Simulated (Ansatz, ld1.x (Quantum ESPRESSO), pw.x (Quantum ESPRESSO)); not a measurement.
## What a changed setting does to a pw.x run (bcc Al)

Potential: norm-conserving RRKJ (Kleinman–Bylander form), ld1.x (Quantum ESPRESSO) 7.5, PBE; core [Ne], reference 3s2 3p1; waves: 3p (bound): rc 2.85 bohr; 3d channel at 0.05 Ry: rc 2.45 bohr; 3s (bound): rc 2.20 bohr; local part: the s channel; core correction: a·sin(br)/r model core, default radius (core density twice the valence density).

The reference run (k-mesh 14³, cutoffs 50/200 Ry, Fermi–Dirac 0.01 Ry, mixing_beta 0.4, conv_thr 1e-9, no spin) gives -0.82 GPa at 16.945 Å³/atom, where all-electron LAPW gives 0.07 GPa. This run, with its own iteration cap, changes nosym to true.

```
&control
  calculation='scf', prefix='x', pseudo_dir='./', outdir='./tmp', tstress=.true., disk_io='none'
/
&system
  ibrav=0, nat=1, ntyp=1, ecutwfc=50, ecutrho=200, nbnd=8,
  occupations='smearing', smearing='fd', degauss=0.01, nosym=.true.
/
&electrons
  conv_thr=1e-09, mixing_beta=0.4, electron_maxstep=50
/
ATOMIC_SPECIES
Al 1.0 Al.UPF
CELL_PARAMETERS angstrom
  -1.61805716 1.61805716 1.61805716
  1.61805716 -1.61805716 1.61805716
  1.61805716 1.61805716 -1.61805716
ATOMIC_POSITIONS crystal
Al 0.0000 0.0000 0.0000
K_POINTS automatic
14 14 14 0 0 0
```

```bash
pw.x < Al.scf.in > Al.scf.out
```

Question: How does the run end?

Answer: It converges in 6 iterations; the free energy moves by +0.0 meV/atom and the pressure by +0.00 GPa. The result is that of the reference run.

```
lattice parameter (alat)  =       5.2961  a.u.
     unit-cell volume          =     114.3505 (a.u.)^3
     number of electrons       =         3.00
     number of Kohn-Sham states=            8
     kinetic-energy cutoff     =      50.0000  Ry
     charge density cutoff     =     200.0000  Ry
     scf convergence threshold =      1.0E-09
     Exchange-correlation= PBE
     number of k points=  1376  Fermi-Dirac smearing, width (Ry)=  0.0100
     iteration #  1     ecut=    50.00 Ry     beta= 0.40
     total energy              =      -5.46761591 Ry
     estimated scf accuracy    <       0.00627661 Ry
     iteration #  2     ecut=    50.00 Ry     beta= 0.40
     total energy              =      -5.46674614 Ry
     estimated scf accuracy    <       0.00199544 Ry
     iteration #  3     ecut=    50.00 Ry     beta= 0.40
     total energy              =      -5.46682395 Ry
     estimated scf accuracy    <       0.00000134 Ry
     iteration #  4     ecut=    50.00 Ry     beta= 0.40
     total energy              =      -5.46682493 Ry
     estimated scf accuracy    <       0.00000008 Ry
     iteration #  5     ecut=    50.00 Ry     beta= 0.40
     total energy              =      -5.46682494 Ry
     estimated scf accuracy    <       0.00000002 Ry
     iteration #  6     ecut=    50.00 Ry     beta= 0.40
     the Fermi energy is     7.6437 ev
!    total energy              =      -5.46682494 Ry
     estimated scf accuracy    <          4.3E-11 Ry
     smearing contrib. (-TS)   =      -0.00173577 Ry
     The total energy is F=E-TS. E is the sum of the following terms:
     one-electron contribution =       2.88277537 Ry
     hartree contribution      =       0.00494454 Ry
     xc contribution           =      -2.99694304 Ry
     ewald contribution        =      -5.35586604 Ry
     convergence has been achieved in   6 iterations
          total   stress  (Ry/bohr**3)                   (kbar)     P=       -8.18
     Message from routine punch:
     Nothing written, as per user request (disk_io='none')
```

The run took about 51 s on one core of a shared host (Intel(R) Xeon(R) Platinum 8488C, 192 threads, 1488 GiB, load 78).
